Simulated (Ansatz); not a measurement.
## WS$_{2}$: a jump of H

All numbers below come from Ansatz, DFT PBE, scalar-relativistic, plane waves, PAW. (420 eV cutoff, 3×3×3 k-mesh, Gaussian smearing of 0.02 eV, no spin polarisation)

In a supercell of 12 host sites with charge +1, interstitial H hops to an equivalent place, moving 3.18 Å between the relaxed ends. Climbing-image nudged elastic band at fixed cell with images 0 (start) to 6 (end), the path measured over all atoms, converged to 0.05 eV/Å; the order of the saddle wasn't checked, and the small cell leaves errors of about a tenth of an eV. Zero-point motion and tunnelling, which matter for H, are left out.

Spin-orbit coupling is left out, which matters for the bands and energies of heavy elements.

Start:

```yaml
crystal:
  lattice:
    - [3.18775, -5.52134, 0.00000]
    - [-3.18775, -5.52134, 0.00000]
    - [0.00000, -3.68089, -7.47445]
  atoms:
    - { symbol: W, position: [0.50060, 0.50060, 0.99912] }
    - { symbol: W, position: [0.00489, 0.49312, 0.99797] }
    - { symbol: W, position: [0.49312, 0.00489, 0.99797] }
    - { symbol: W, position: [0.00491, 0.00492, 0.99785] }
    - { symbol: S, position: [0.89944, 0.89945, 0.80223] }
    - { symbol: S, position: [0.40576, 0.90285, 0.78659] }
    - { symbol: S, position: [0.90285, 0.40576, 0.78659] }
    - { symbol: S, position: [0.40572, 0.40572, 0.78663] }
    - { symbol: S, position: [0.76586, 0.76586, 0.20334] }
    - { symbol: S, position: [0.26314, 0.76403, 0.21047] }
    - { symbol: S, position: [0.76403, 0.26315, 0.21048] }
    - { symbol: S, position: [0.26321, 0.26321, 0.21051] }
    - { symbol: H, position: [0.95980, 0.95982, 0.61914] }
```

Atom 13 jumps to (-1.589, -10.125, -4.628) Å.

Task: Give the energy along the band and the structure at its top.

Result:
```tsv
image	path (Å)	E − E(0) (eV)	H x (Å)	H y (Å)	H z (Å)	force on H (eV/Å)
0	0.00	0.000	0.000	-12.878	-4.628	0.01
1	0.86	0.384	-0.793	-12.690	-4.874	0.67
2	1.73	0.449	-1.248	-12.553	-5.539	0.27
3	2.59	0.461	-1.162	-11.708	-5.605	0.07
4	3.46	0.511	-1.555	-11.147	-5.098	0.00
5	4.05	0.195	-1.575	-10.718	-4.745	0.62
6	4.65	0.000	-1.589	-10.125	-4.628	0.01
```

Barrier 0.51 eV. Image 4:
```yaml
crystal:
  lattice:
    - [3.18775, -5.52134, 0.00000]
    - [-3.18775, -5.52134, 0.00000]
    - [0.00000, -3.68089, -7.47445]
  atoms:
    - { symbol: W, position: [0.51588, 0.49056, 0.99317] }
    - { symbol: W, position: [0.00820, 0.49584, 0.99583] }
    - { symbol: W, position: [0.50722, 0.99486, 0.99554] }
    - { symbol: W, position: [0.00293, 0.00351, 0.99317] }
    - { symbol: S, position: [0.90999, 0.89831, 0.78508] }
    - { symbol: S, position: [0.39954, 0.88717, 0.77735] }
    - { symbol: S, position: [0.91482, 0.40245, 0.78186] }
    - { symbol: S, position: [0.41067, 0.39763, 0.78507] }
    - { symbol: S, position: [0.76900, 0.76265, 0.20545] }
    - { symbol: S, position: [0.27119, 0.75882, 0.20142] }
    - { symbol: S, position: [0.77138, 0.25902, 0.20737] }
    - { symbol: S, position: [0.27502, 0.25663, 0.20545] }
    - { symbol: H, position: [0.53822, 0.02590, 0.68212] }
```

Cost: 1 run of about 17 core-minutes, on Intel Xeon Platinum 8488C (Sapphire Rapids) (shared hosts).